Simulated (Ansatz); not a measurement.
# VN (Uakitite): the cost of one run

Computed with Ansatz 0.2.0 (DFT r²SCAN, scalar-relativistic, plane waves, PAW, unless a step's input says otherwise).

### 1 The starting structure

It takes space group Fm-3m (No. 225, cubic). The conventional cell has a = 4.103 Å, b = 4.103 Å, c = 4.103 Å, α = 90.00°, β = 90.00°, γ = 90.00°. Around V (site symmetry m-3m) lie 6 N at 2.05 Å. N (site symmetry m-3m) has 6 V at 2.05 Å as nearest neighbours.

Coordinates:

```cif
data_structure
_symmetry_space_group_name_H-M 'Fm-3m'
_symmetry_Int_Tables_number 225
_cell_length_a 4.1028
_cell_length_b 4.1028
_cell_length_c 4.1028
_cell_angle_alpha 90.000
_cell_angle_beta 90.000
_cell_angle_gamma 90.000
_cell_volume 69.06
loop_
_atom_site_label
_atom_site_type_symbol
_atom_site_symmetry_multiplicity
_atom_site_Wyckoff_symbol
_atom_site_fract_x
_atom_site_fract_y
_atom_site_fract_z
_atom_site_occupancy
V1 V 4 a 0.00000 0.00000 0.00000 1
N1 N 4 b 0.50000 0.00000 0.00000 1
```

An earlier run at r²SCAN left this cell at 8.633 Å³/atom and 0.00 GPa (14×14×14 mesh).

### 2 Ferromagnetic, larger cell

input.yaml reads:

```yaml
crystal:
  lattice:
    - [0.0, 2.0513982373, -2.0513982373]
    - [0.0, 2.0513982373, 2.0513982373]
    - [4.1027964746, 0.0, 0.0]
  atoms:
    - { symbol: V, position: [0.0, 0.0, 0.0], spin: 2.0 }
    - { symbol: "N", position: [0.0, 1.0, 0.5] }
    - { symbol: V, position: [0.5, 0.5, 0.5], spin: 2.0 }
    - { symbol: "N", position: [0.5, 1.5, 1.0] }
basis:
  ecutwfc: 500
  ecutrho_ratio: 4
kpoints:
  mp_grid: { grid: [10, 10, 6] }
hamiltonian:
  xc: r2scan
scf:
  occupations: { method: gaussian, width: 0.05 }
  lower_state_search: "off"
output:
  forces: true
  stress: true
  eigenvalues: true
  populations: true
magnetization:
  spin_polarized: true
```

Started as:

```sh
> ansatz run input.yaml --threads 2 --pin off --max-ram 5120MiB --backend cpu --events-out ev --progress --plain --runs-dir out
```

**Question.** How long does this run take on 2 threads of Intel Xeon at 2.50GHz (Skylake/Cascade Lake), shared host, and how much memory does it need?

About 3.1 min, with a peak of 0.75 GiB.
